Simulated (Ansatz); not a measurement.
# MoP: the cost of one run

Program: Ansatz 0.2.0. Level of theory: DFT LDA, scalar-relativistic, plane waves, PAW. These are calculated values, not measurements.

1 further run of the same task is left out (set aside as unsound or not needed).

## 1. The system as given

The structure is hexagonal, space group P-6m2 (No. 187). The conventional cell has a = 3.192 Å, b = 3.192 Å, c = 3.156 Å, α = 90.00°, β = 90.00°, γ = 120.00°. Mo (site symmetry -6m2) is surrounded by 6 P at 2.43 Å. P (site symmetry -6m2) is surrounded by 6 Mo at 2.43 Å.

Coordinates:

```
Mo P
1.0
     3.19153    0.00000    0.00000
    -1.59577    2.76395    0.00000
     0.00000    0.00000    3.15635
Mo P
1 1
Direct
  0.00000 0.00000 0.00000
  0.33333 0.66667 0.50000
```

It is the result of an earlier relaxation at this level (volume 13.92 Å³/atom; gap on the mesh: none (metal)).

## 2. Relaxing to 0.001 eV/Å, with the smearing for a metal

Response functions are second derivatives at a minimum, so forces and stress are first brought close to zero on the mesh and occupations that the response runs use.

input.yaml

```yaml
crystal:
  lattice:
    - [3.1915300735, 0.0, 0.0]
    - [-1.5957650368, 2.7639461206, 0.0]
    - [0.0, 0.0, 3.1563535749]
  atoms:
    - { symbol: Mo, position: [0.0, 0.0, 0.0] }
    - { symbol: P, position: [0.3333333333, 0.6666666667, 0.5] }
basis:
  ecutwfc: 420
kpoints:
  mp_grid: { grid: [15, 15, 14] }
hamiltonian:
  xc: lda
scf:
  occupations: { method: fermi_dirac, width: 0.15 }
output:
  forces: true
  stress: true
  eigenvalues: true
relax:
  adjacent_minimum: "off"
  f_tol: 0.001
  max_steps: 60
  cell: { stress_tol: 0.01 }
```

On the command line:

```sh
$ ansatz run input.yaml --threads 1 --pin off --max-ram 2560MiB --backend cpu --events-out ev --progress --plain --runs-dir out
```

**Question.** How long does this run take on 1 thread of Intel Xeon 6975P-C (Granite Rapids), shared host, and how much memory does it need?

About 25 s, with a peak of 0.45 GiB.
